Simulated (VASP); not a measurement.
# TiTe2 in VASP: a series of runs, part 2 of 2

VASP 6.6.1. Earlier steps stand in the parts before.

### Step 4. Single point, PBE

This run uses another cell than the first one, of 57.48 Å³/atom, 1.274 times its volume.

INCAR

```
SYSTEM = TiTe2
ALGO = Normal ; DIPOL = 0.5 0.5 0.500
EDIFF = 1E-7 ; ENCUT = 460
GGA = PE ; IDIPOL = 3
ISIF = 2 ; ISMEAR = 0
LASPH = .True. ; LCHARG = .False.
LDIPOL = .True. ; LREAL = .False.
LVACPOTAV = .True. ; LVHAR = .True.
LWAVE = .False. ; NBANDS = 38
NELM = 120 ; PREC = Accurate
SIGMA = 0.05
```

KPOINTS

```
k-points
0
Gamma
  9 9 1
  0 0 0
```

POSCAR

```
TiTe2
1.0
    3.7770008876      0.0000000000      0.0000000000
   -1.8885004438      3.2709787188      0.0000000000
    0.0000000000      0.0000000000     27.9133488000
Te Ti
4 2
Direct
    0.3333333333      0.6666666666      0.3224263797
    0.6666666667      0.3333333334      0.4447817741
    0.3333333333      0.6666666666      0.5552182259
    0.6666666667      0.3333333334      0.6775736203
    0.0000000000      0.0000000000      0.3836040769
    0.0000000000      0.0000000000      0.6163959231
```

Potentials or basis: VASP PAW PBE potentials, release 64 (Te, Ti_sv).

On the command line:

```
cat potpaw_PBE.64/Te/POTCAR potpaw_PBE.64/Ti_sv/POTCAR > POTCAR
mpirun -np 1 vasp_std > vasp.out
```

OUTCAR:

```text
SYSTEM = TiTe2
   EDIFF = 1E-7
   ENCUT = 460
   GGA = PE
   ISIF = 2
   ISMEAR = 0
   LASPH = .True.
   LREAL = .False.
   NELM = 120
   PREC = Accurate

 Found     12 irreducible k-points:

 Following reciprocal coordinates:
            Coordinates               Weight
  0.000000  0.000000  0.000000      1.000000
  0.111111  0.000000  0.000000      6.000000
  0.222222 -0.000000  0.000000      6.000000
  0.333333  0.000000  0.000000      6.000000
  0.444444 -0.000000  0.000000      6.000000
  0.111111  0.111111  0.000000      6.000000
   k-points           NKPTS =     12   k-points in BZ     NKDIM =     12   number of bands    NBANDS=     38
   number of dos      NEDOS =    301   number of ions     NIONS =      6
   total plane-waves  NPLWV = 153664
   dimension x,y,z NGX =    28 NGY =   28 NGZ =  196
   dimension x,y,z NGXF=    56 NGYF=   56 NGZF=  392
   ions per type =               4   2
   NGX,Y,Z   is equivalent  to a cutoff of  12.32, 12.32, 11.67 a.u.
   NGXF,Y,Z  is equivalent  to a cutoff of  24.65, 24.65, 23.35 a.u.
 SYSTEM =  TiTe2
   PREC   = accura    normal or accurate (medium, high low for compatibility)
   ISTART =      0    job   : 0-new  1-cont  2-samecut
   ICHARG =      2    charge: 1-file 2-atom 10-const
   ISPIN  =      1    spin polarized calculation?
   LNONCOLLINEAR =      F non collinear calculations
   LSORBIT =      F    spin-orbit coupling
   LASPH  =      T    aspherical Exc in radial PAW
   ENCUT  =  460.0 eV  33.81 Ry    5.81 a.u.   6.61  6.61 48.81*2*pi/ulx,y,z
   NELM   =    120;   NELMIN=  2; NELMDL= -5     # of ELM steps
   EDIFF  = 0.1E-06   stopping-criterion for ELM
   LREAL  =      F    real-space projection
   EDIFFG = 0.1E-05   stopping-criterion for IOM
   NSW    =      0    number of steps for IOM
   IBRION =     -1    ionic relax: 0-MD 1-quasi-New 2-CG
   NFREE  =      0    steps in history (QN), initial steepest desc. (CG)
   ISIF   =      2    stress and relaxation
   ISYM   =      2    0-nonsym 1-usesym 2-fastsym
   POTIM  = 0.5000    time-step for ionic-motion
   TEBEG  =    0.0;   TEEND  =   0.0 temperature during run
   PSTRESS=    0.0 pullay stress
   NELECT =      48.0000    total number of electrons
   NUPDOWN=      -1.0000    fix difference up-down
   EMIN   =  10.00;   EMAX   =-10.00  energy-range for DOS
   EFERMI =   0.00;   METHOD = LEGACY
   ISMEAR =     0;   SIGMA  =   0.05  broadening in eV -4-tet -1-fermi 0-gaus
   EFERMI_NEDOS =   21; number of points for ismear=-14 and -15
[... 16 lines left out ...]
  energy-cutoff  :      460.00
  volume of cell :      344.86
 maximum number of plane-waves:      7813
 NGX is ok and might be reduce to    28
   NGX = 13   NGY = 13   NGZ = 97

 number of electron      47.9999991 magnetization

 dipolmoment           0.000000      0.000000     -0.000000 electrons x Angstroem

 Free energy of the ion-electron system (eV)
  ---------------------------------------------------
  ext. energy  EPLUGINS =         0.00000000
  ---------------------------------------------------
  free energy    TOTEN  =       -32.37021410 eV

  energy without entropy =      -32.36433821  energy(sigma->0) =      -32.36727615

 E-fermi :   0.5044     XC(G=0):  -5.0108

 val. band max:        0.4923922645   @ k =   0.3333   0.0000   0.0000
 cond. band min:       0.5299738989   @ k =   0.4444  -0.0000   0.0000
 fundamental gap:      0.0375816344
 Fermi energy:         0.5043868295

 k-point     1 :       0.0000    0.0000    0.0000
  band No.  band energies     occupation
      1     -56.9833      2.00000
      2     -56.9833      2.00000
      3     -33.2361      2.00000
      4     -33.2361      2.00000
      5     -33.2361      2.00000
      6     -33.2361      2.00000
[... 223 lines left out ...]
     35       5.4318      0.00000
     36       5.4847      0.00000

 [... further k-points ...]

 [bands above 36 left out]

------------------------ aborting loop because EDIFF is reached ----------------------------------------

  FORCE on cell =-STRESS in cart. coord.  units (eV):
  Direction    XX          YY          ZZ          XY          YZ          ZX
  --------------------------------------------------------------------------------------
  -------------------------------------------------------------------------------------
  Total        0.2834468      0.2834468      1.7369535      0.0000000      0.0000000     -0.0000000
  in kB        1.3168776      1.3168776      8.0697860      0.0000000      0.0000000     -0.0000000
  external PRESSURE =       3.5678470 kB  Pullay stress =       0.0000000 kB

 VOLUME and BASIS-vectors are now :
 -----------------------------------------------------------------------------
  energy-cutoff  :      460.00
  volume of cell :      344.86
      direct lattice vectors                 reciprocal lattice vectors
     3.777000888  0.000000000  0.000000000     0.264760330  0.152859448  0.000000000
    -1.888500444  3.270978719  0.000000000     0.000000000  0.305718895  0.000000000
     0.000000000  0.000000000 27.913348800     0.000000000  0.000000000  0.035825153

 POSITION                                       TOTAL-FORCE (eV/Angst)
 -----------------------------------------------------------------------------------
     -0.00000      2.18065      9.00000         0.000000      0.000000     -0.267777
      1.88850      1.09033     12.41535        -0.000000      0.000000      0.021449
     -0.00000      2.18065     15.49800         0.000000      0.000000     -0.021449
      1.88850      1.09033     18.91335        -0.000000      0.000000      0.267777
      0.00000      0.00000     10.70767        -0.000000     -0.000000      0.122798
      0.00000      0.00000     17.20567         0.000000      0.000000     -0.122798
 -----------------------------------------------------------------------------------
    total drift:                               -0.000000     -0.000000      0.000000

  FREE ENERGIE OF THE ION-ELECTRON SYSTEM (eV)
  ---------------------------------------------------
  free  energy   TOTEN  =       -32.3702140992 eV

  energy  without entropy=      -32.3643382093  energy(sigma->0) =      -32.36727615

 vacuum level on the upper side and lower side of the slab         5.444         5.444
```

OSZICAR:

```text
N       E                     dE             d eps       ncg     rms          rms(c)
DAV:   1     0.392761078283E+03    0.39276E+03   -0.19449E+04  1056   0.965E+02
DAV:   2     0.127324296288E+02   -0.38003E+03   -0.36232E+03  1120   0.270E+02
DAV:   3    -0.303937079918E+02   -0.43126E+02   -0.42377E+02  1370   0.845E+01
DAV:   4    -0.365457470767E+02   -0.61520E+01   -0.60918E+01  1496   0.256E+01
[... 20 lines left out ...]
DAV:  25    -0.323702111791E+02   -0.11299E-05   -0.16447E-08   764   0.670E-04    0.139E-03
DAV:  26    -0.323702132984E+02   -0.21192E-05   -0.76562E-08   810   0.878E-04    0.481E-04
DAV:  27    -0.323702138976E+02   -0.59919E-06   -0.15545E-08   732   0.543E-04    0.579E-04
DAV:  28    -0.323702140222E+02   -0.12462E-06   -0.37569E-09   638   0.241E-04    0.490E-04
DAV:  29    -0.323702140992E+02   -0.77037E-07   -0.18438E-09   656   0.126E-04
   1 F= -.32370214E+02 E0= -.32367276E+02  d E =-.587589E-02
```

stdout:

```text
POSCAR found type information on POSCAR TeTi
 POSCAR found :  2 types and       6 ions
 scaLAPACK will be used
 LDA part: xc-table for (Slater+PW92), standard interpolation
 POSCAR, INCAR and KPOINTS ok, starting setup
 FFT: planning ... GRIDC
 FFT: planning ... GRID_SOFT
 FFT: planning ... GRID
 WAVECAR not read
 entering main loop
 -----------------------------------------------------------------------------
|                                                                             |
|           W    W    AA    RRRRR   N    N  II  N    N   GGGG   !!!           |
|           W    W   A  A   R    R  NN   N  II  NN   N  G    G  !!!           |
|           W    W  A    A  R    R  N N  N  II  N N  N  G       !!!           |
|           W WW W  AAAAAA  RRRRR   N  N N  II  N  N N  G  GGG   !            |
|           WW  WW  A    A  R   R   N   NN  II  N   NN  G    G                |
|           W    W  A    A  R    R  N    N  II  N    N   GGGG   !!!           |
|                                                                             |
|     Did not find any points to average over, which means that no vacuum     |
|     field-free region was found. Please increase the size of  your cell     |
|     in the dimension of the dipole correction to obtain accurate            |
|     workfunction values.                                                    |
|                                                                             |
 -----------------------------------------------------------------------------
```

Wall time 3.2 min (1 thread of Intel Xeon 6975P-C (Granite Rapids), shared host); peak memory 0.41 GiB.

These settings aren't checked as converged: the numbers below hold their error.

Results:

| Item | Value |
| --- | --- |
| Free energy | -32.3702 eV |
| Largest force | 0.268 eV/Å |
| Band gap on the k mesh | none (metal or under the smearing width) |
| Work function of the upper face | 4.94 eV |
| Work function of the lower face | 4.94 eV |

### Step 5. Single point, PBE

This run uses another cell than the first one, of 65.71 Å³/atom, 1.456 times its volume.

INCAR

```
PREC = Accurate ; ENCUT = 750
EDIFF = 1E-8 ; ISMEAR = 0
SIGMA = 0.05 ; LREAL = F
LASPH = T ; NELM = 120
ALGO = Normal ; ISIF = 2
LWAVE = F ; LCHARG = F
LDIPOL = T ; IDIPOL = 3
DIPOL = 0.5 0.5 0.500 ; GGA = PE
NBANDS = 38 ; LVHAR = T
LVACPOTAV = T
```

KPOINTS

```
Automatic mesh
0
Gamma
  11 11 1
```

POSCAR

```
TiTe2
1.0
    3.7770008876      0.0000000000      0.0000000000
   -1.8885004438      3.2709787188      0.0000000000
    0.0000000000      0.0000000000     31.9133488000
Te Ti
4 2
Direct
    0.3333333333      0.6666666666      0.3446833508
    0.6666666667      0.3333333334      0.4517027934
    0.3333333333      0.6666666666      0.5482972066
    0.6666666667      0.3333333334      0.6553166492
    0.0000000000      0.0000000000      0.3981930721
    0.0000000000      0.0000000000      0.6018069279
```

On the command line:

```
cat potpaw_PBE.64/Te/POTCAR potpaw_PBE.64/Ti_sv/POTCAR > POTCAR
mpirun -np 1 vasp_std > vasp.out
```

It took 12 min on 1 thread of Intel Xeon Platinum 8488C (Sapphire Rapids), shared host; peak memory 0.94 GiB.

The run converged. Its results:

* Free energy: -32.3777 eV
* Largest force: 0.266 eV/Å
* Band gap on the k mesh: none (metal or under the smearing width)
* Work function of the upper face: 4.91 eV
* Work function of the lower face: 4.91 eV

Forces in eV/Å, atoms in the order of the input:
```
Te   0.000  0.000 -0.266
Te   0.000  0.000  0.021
Te   0.000  0.000 -0.021
Te   0.000  0.000  0.266
Ti   0.000  0.000  0.114
Ti   0.000  0.000 -0.114
```

Levels at points of the mesh, in eV from the Fermi level:
| k point | band 20 | band 21 | band 22 | band 23 | band 24 | band 25 | band 26 | band 27 | band 28 | band 29 |
| --- | --- | --- | --- | --- | --- | --- | --- | --- | --- | --- |
| (0.00, 0.00, 0.00) | -0.47 | 0.38 | 0.38 | 0.38 | 0.38 | 0.47 | 0.91 | 0.91 | 0.96 | 1.07 |
